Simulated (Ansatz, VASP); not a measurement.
## SiNi3 in VASP and in Ansatz

```
Si Ni
1.0
     3.46499    0.00000    0.00000
     0.00000    3.46499    0.00000
     0.00000    0.00000    3.46499
Si Ni
1 3
Direct
  0.00000 0.00000 0.00000
  0.00000 0.50000 0.50000
  0.50000 0.00000 0.50000
  0.50000 0.50000 0.00000
```

Alike in both runs: functional r2SCAN; k mesh 6 × 6 × 6; occupations gaussian, width 0.2 eV; collinear spin.

Ansatz relaxed the structure, and its values are those at the end. VASP's run is a single point on that final structure, the one shown.

|  | VASP | Ansatz |
| --- | --- | --- |
| version | VASP 6.6.1 | Ansatz 0.2.0 |
| potentials or method | VASP PAW PBE potentials, release 64 (Si, Ni) | plane waves, PAW |
| plane-wave cutoff (eV) | 520 | 500 |
| valence electrons in the cell | 34 | 58 |

|  | VASP | Ansatz | Ansatz less VASP |
| --- | --- | --- | --- |
| pressure (GPa) | 0.4 | 0.0 | -0.38 |
| net moment per atom (μB) | 0.00 | 0.00 | 0.000 |

With one functional, cell and mesh, what is left measures potentials, basis and numerics. The two sets of potentials don't hold the same shells in valence. Ansatz warned: «seeded_moment_not_kept».

Caveats: the PAW data sets were made with another functional, which shifts forces and pressure a little (VASP).
